The pressure P of a crystal is the mean of the three normal stresses on its cell, counted positive when the cell is compressed and would expand if released. Here it was computed for one fixed cell of 4H diamond, a hexagonal stacking of carbon bilayers, with two force fields and three density functionals. The nuclei are at rest and the cell was not relaxed for any method. In this cell the two in-plane stresses are equal, so that

P = (2 σₐ + σ_c) / 3

where σₐ is the stress in the plane of the layers and σ_c the stress along the stacking axis c.

4H diamond (P6_3/mmc, 8-atom cell) with force fields in LAMMPS through ASE and Kohn-Sham DFT in ABINIT, VASP and Ansatz, at one fixed geometry with a static lattice. Pressure is positive in compression, with Ansatz's Pulay correction of the stress taken off. The basis column gives the plane-wave cutoff or, for Ansatz, the target basis error.

```
 method         rung             program                              potentials                      basis               k mesh            smearing  pressure (GPa)
  LCBOP  force field  LAMMPS-through-ASE                                 C.lcbop                    default     none 8-atom-cell            none 0eV          -0.240
Tersoff  force field  LAMMPS-through-ASE                        SiC_1994.tersoff                    default     none 8-atom-cell            none 0eV          -3.890
    LDA          LDA              ABINIT                        JTH-PAW-LDA-v2.0                 544.228 eV    7x7x2 8-atom-cell  fermi-dirac 0.05eV         -13.260
    PBE          GGA                VASP    VASP-PAW-PBE-potentials,-recommended                     520 eV  12x12x4 8-atom-cell    gaussian 0.012eV           2.930
    PBE          GGA         Ansatz LAPW  all-electron-LAPW,-scalar-relativistic  0.001 eV/atom-basis-error  12x12x4 8-atom-cell  fermi-dirac 0.05eV           2.230
    PBE          GGA              ABINIT                        JTH-PAW-PBE-v2.0                 544.228 eV  16x16x5 8-atom-cell  fermi-dirac 0.05eV           1.730
 PBEsol          GGA              ABINIT                        JTH-PAW-PBE-v2.0                 544.228 eV  10x10x3 8-atom-cell  fermi-dirac 0.05eV          -4.820
```

Judged by pressure alone, the LCBOP force field seems to fit this cell best, with −0.24 GPa against 1.7 to 2.9 GPa in PBE. The mean, however, can vanish while its parts do not. The quantity that exposes this is the anisotropy

Δ = σ_c − σₐ

which is about 12 GPa in each PBE run and only 2.2 GPa in LCBOP. PBE thus finds a cell that pushes strongly to lengthen along c, and LCBOP reproduces less than a fifth of that effect.

The effect is not a quirk of one program. Suppose that programs using the same functional differ only by a uniform pressure; the shift seen in the plane must then reappear along c. Relative to the all-electron Ansatz run, the in-plane stress in ABINIT is lower by 0.47 GPa, so the stress along c should be lower by 0.47 GPa as well; the computed shift is 0.56 GPa. This prediction has no fitted constant and misses by 0.1 GPa, and for VASP the agreement is closer still.

The PBE pressure therefore scatters by 1.2 GPa among programs, while the anisotropy scatters by only 0.1 GPa. Errors of the basis set and of the atomic potentials can both act like a uniform pressure, and these runs do not separate them. Such errors largely cancel in Δ, which makes it the sharper test of a force field. The printed output after this text lists the comparisons.

The likely origin of the anisotropy is the way the bonds are turned against each other. In cubic diamond, every bond is staggered: seen along the bond, the three bonds at one end fall between the three at the other. In 4H diamond, half of the bonds parallel to c are eclipsed, with the outer bonds directly behind one another. This brings the atoms at their ends to 2.57 Å, instead of 2.96 Å across a staggered bond. The bonds that face each other, and the atoms at their ends, are thus closer along c. Repulsion between them would push the cell open in that direction, which agrees with the sign of the PBE stress, though these runs do not separate it from other effects of the eclipsed arrangement. The atoms are held in place here although PBE finds forces on them, so the stress would change if they could move.

The Tersoff force field fails completely on this point: its stress is isotropic to within 0.01 GPa. Its energy depends on the bonds to first neighbours and the angles between them, and in this cell, which was built with ideal tetrahedral angles, these are the same in staggered and eclipsed arrangements. Changing the parameters does not help. A run of the same cell with a second Tersoff parameter file (BNC) gives a pressure 31 GPa higher, yet its stress is just as isotropic. The parameters set the preferred bond length, whereas the form of the energy decides whether the stacking is felt at all. LCBOP also contains a long-range interaction, which may be why it recovers a small part of the anisotropy.

Among the density functionals, the pressure reveals a different failure, one of bond length. The bonds of the given cell are about as long as in real diamond, so a strongly negative pressure marks a functional that would make them too short. In ABINIT it rises from −13.3 GPa in LDA through −4.8 GPa in PBEsol to 1.7 GPa in PBE. Both steps are more than five times the scatter of PBE among programs, so the order is not a matter of numerical detail, although the meshes differ and PBEsol was run with PBE atomic data. LDA is known to bind atoms too tightly, and gradient corrections loosen the bonds, less in PBEsol than in PBE.

The pressure can be turned into a length. For a small uniform strain, the relative change of volume that relieves the pressure is P/B, with B the bulk modulus, and each edge changes by a third of this. With B roughly 440 GPa, a recalled value for diamond, LDA gives

ΔL/L ≈ P/(3B) ≈ −13.3/(3 × 440) ≈ −0.010

LDA would thus shorten the edges by about 1 %, whereas the scatter among the PBE programs corresponds to less than 0.1 %. This estimate treats the strain as uniform and ignores the anisotropy. Nor does a pressure near zero show agreement with experiment, because zero-point motion would add a few GPa.

The same set of methods applied to cubic diamond would show only this second failure, since symmetry makes the stress isotropic there. In a stacking with more eclipsed bonds, the first failure should grow. For diamond films in power devices and heat spreaders, computed strain should be counted from the lattice relaxed with the same method; otherwise the error of the functional passes for strain in the film.

Output of the analysis:

```
stress along c less in-plane stress in LCBOP (GPa): 2.201
the same in Tersoff SiC_1994 (GPa): 0.005708
the same in PBE VASP (GPa): 12.3
the same in PBE Ansatz LAPW (GPa): 12.3
the same in PBE ABINIT (GPa): 12.2
LCBOP anisotropy as share of the PBE mean (%): 17.95
scatter of the PBE anisotropy among programs (GPa): 0.1024
scatter of the PBE pressure among programs (GPa): 1.2
VASP less Ansatz in-plane stress (GPa): 0.6978
VASP less Ansatz stress along c (GPa): 0.7031
ABINIT less Ansatz in-plane stress (GPa): -0.4665
ABINIT less Ansatz stress along c (GPa): -0.5636
pressure of Tersoff BNC less Tersoff SiC_1994 (GPa): 31.3
anisotropy of Tersoff BNC (GPa): 0.00665
ABINIT step from LDA to PBEsol (GPa): 8.44
ABINIT step from PBEsol to PBE (GPa): 6.55
distance of end atoms across an eclipsed bond (A): 2.573
distance of end atoms across a staggered bond (A): 2.957
rough edge mismatch of LDA from P/(3B) (%): -1.005
rough edge mismatch matching the PBE scatter (%): 0.09091
```
